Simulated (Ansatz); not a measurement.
Something may be wrong with this Ansatz 0.2.0 calculation of Y.

Contents of input.yaml:

```yaml
crystal:
  lattice:
    - [3.6474, 0.0, 0.0]
    - [-1.8237, 3.1587410578, 0.0]
    - [0.0, 0.0, 5.7306]
  atoms:
    - { symbol: "Y", position: [0.6666666667, 0.3333333333, 0.75] }
    - { symbol: "Y", position: [0.3333333333, 0.6666666667, 0.25] }
hamiltonian:
  xc: pbesol
  pseudopotentials: { kind: nc }
kpoints:
  mp_grid: { grid: [8, 8, 5] }
  band_path:
    path:
      - [[0.0, 0.0, 0.0], [0.5, 0.0, 0.0], [0.3333333333, 0.3333333333, 0.0], [0.0, 0.0, 0.0], [0.0, 0.0, 0.5], [0.5, 0.0, 0.5], [0.3333333333, 0.3333333333, 0.5], [0.0, 0.0, 0.5]]
      - [[0.5, 0.0, 0.5], [0.5, 0.0, 0.0]]
      - [[0.3333333333, 0.3333333333, 0.0], [0.3333333333, 0.3333333333, 0.5]]
    npoints: 14
scf:
  occupations: { method: fermi_dirac, width: 0.05 }
  n_extra_bands: 6
  max_iter: 80
output:
  forces: true
  stress: true
  eigenvalues: true
  fatbands: false
magnetization:
  spin_polarized: true
  spin_orbit: true
```

Potentials or basis: as the typed override names.

Launch:

```console
$ ansatz run input.yaml --threads 2 --pin off --max-ram 5632MiB --backend cpu --events-out ev --progress --plain --runs-dir out
```

Output:

```text
Error: 2 input errors — fix all and re-run
  1. inconsistent input (magnetization.spin_orbit, magnetization.noncollinear): true requires noncollinear: true — spin–orbit coupling acts on 2-spinor wavefunctions; set both flags
  2. inconsistent input (magnetization.spin_orbit, hamiltonian.pseudopotentials.kind): true requires a fully-relativistic hamiltonian.pseudopotentials.kind (nc_fr or paw_fr), or kind: all_electron without datasets and azcp, which then solves Dirac's equation on LAPW. paw_fr resolves this project's PAW files (source: ansatz) by j as it reads them
```

Question: How did it end, and where is the flaw?

Answer: The program refused the input. The input holds a flaw that was put in on purpose: spin-orbit coupling on scalar files (magnetization = spin_polarized True, spin_orbit True; hamiltonian.pseudopotentials = kind nc).

A sound run on the same cell differs in these lines of the main input:
```diff
@@ -11 +11 @@
-  pseudopotentials: { kind: nc }
+  pseudopotentials: { kind: paw }
@@ -23 +22,0 @@
-  max_iter: 80
@@ -28,4 +27 @@
-  fatbands: false
-magnetization:
-  spin_polarized: true
-  spin_orbit: true
+  fatbands: true
```
